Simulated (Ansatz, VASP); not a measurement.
## One calculation of SiC (Moissanite 3C), two programs

```
Si C
1.0
     0.00000    2.17900    2.17900
     2.17900    0.00000    2.17900
     2.17900    2.17900    0.00000
Si C
1 1
Direct
  0.00000 0.00000 0.00000
  0.75000 0.75000 0.75000
```

Alike in both runs: task single point; functional PBE; k mesh 10 × 10 × 10; occupations gaussian, width 0.028 eV; no spin polarisation.

```csv
,VASP,Ansatz
version,VASP 6.6.1,Ansatz 0.2.0
potentials or method,"VASP PAW PBE potentials, release 64 (Si, C)",Ansatz PAW
plane-wave cutoff (eV),520,420
valence electrons in the cell,8,8
```

```tsv
	VASP	Ansatz	Ansatz less VASP
gap on the k mesh at the Fermi level (eV)	1.36	1.36	+0.003
least direct gap on the mesh (eV)	4.54	4.55	+0.004
pressure (GPa)	3.2	3.3	+0.06
```

A k mesh can miss the band edges. As with any semilocal functional, this PBE gap is likely too small.
